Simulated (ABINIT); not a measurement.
# GaN: single point with PBE

**Experimental background.**

“Studying electronic properties in GaN without electrical contacts using γ-γ vs e−-γ Perturbed Angular Correlations”, 2019, pmc:6823545 quotes, for a bulk crystal of GaN: band gap 3.503 ± 0.005 eV (direct).

The system is GaN.

```
Ga N
1.0
     3.21154    0.00000    0.00000
    -1.60577    2.78127    0.00000
     0.00000    0.00000   10.35684
Ga N
4 4
Cartesian
  0.0000 0.0000 8.1391
  1.6058 0.9271 0.3868
  0.0000 1.8542 5.5652
  0.0000 0.0000 2.9607
  0.0000 0.0000 0.9636
  1.6058 0.9271 3.5601
  0.0000 0.0000 6.1420
  0.0000 1.8542 8.7385
```

The cell is a database's computed one.

| Item | Value |
| --- | --- |
| Program | ABINIT 10.8.3 (patched build) |
| Task | single point |
| Functional | PBE |
| Potentials or basis | JTH PAW PBE v2.0 |
| Cutoff | 707 eV |
| k mesh | 10 × 10 × 3 |
| Occupations | fermi-dirac, width 0.05 eV |
| Spin | no spin polarisation |
| Fine-grid cutoff | 1306.15 eV |

```yaml
Pressure: 0.3 GPa
Largest_force: 0.356 eV/Å
Band_gap_on_the_k_mesh: 0.81 eV, direct
Valence_electrons_inside_the_program's_atomic_spheres: Ga 11.15, 11.06, 11.16; N 2.57, 2.54, 2.55, 2.53
```

Forces on the atoms (eV/Å):
```
Ga   0.000  0.000  0.015
Ga   0.000  0.000 -0.163
Ga   0.000  0.000 -0.163
Ga   0.000  0.000  0.015
N    0.000  0.000 -0.207
N    0.000  0.000  0.356
N    0.000  0.000 -0.207
N    0.000  0.000  0.356
```

Stress tensor (GPa, compression positive):
```
-2.12  0.00  0.00
 0.00 -2.12  0.00
 0.00  0.00  5.09
```

Levels at points of the mesh, in eV from the valence-band top:
| k point | band 34 | band 35 | band 36 | band 37 | band 38 | band 39 |
| --- | --- | --- | --- | --- | --- | --- |
| (0.00, 0.00, 0.00) | -0.54 | -0.54 | 0.00 | 0.81 | 3.31 | 3.51 |
| (0.50, 0.00, 0.00) | -1.93 | -1.51 | -0.75 | 1.94 | 2.44 | 4.70 |

Wall time 4.5 min on 1 thread of Arm Neoverse V2, with other jobs on the host, peak memory 0.29 GiB.

A measured gap of GaN is 3.503 eV (direct; quoted in “Studying electronic properties in GaN without electrical contacts using γ-γ vs e−-γ Perturbed Angular Correlations”, 2019, pmc:6823545); the calculated 0.81 eV misses it by -2.69 eV. So large a miss can be the level of theory's own, or it may mean another phase, state or a wrong row. Spin-orbit coupling on Ga is left out. The value is that of PBE, without temperature or zero-point motion. Semilocal functionals fall short of measured gaps as a rule. The cell is a database's relaxed one, not the measured one, which moves gaps too.
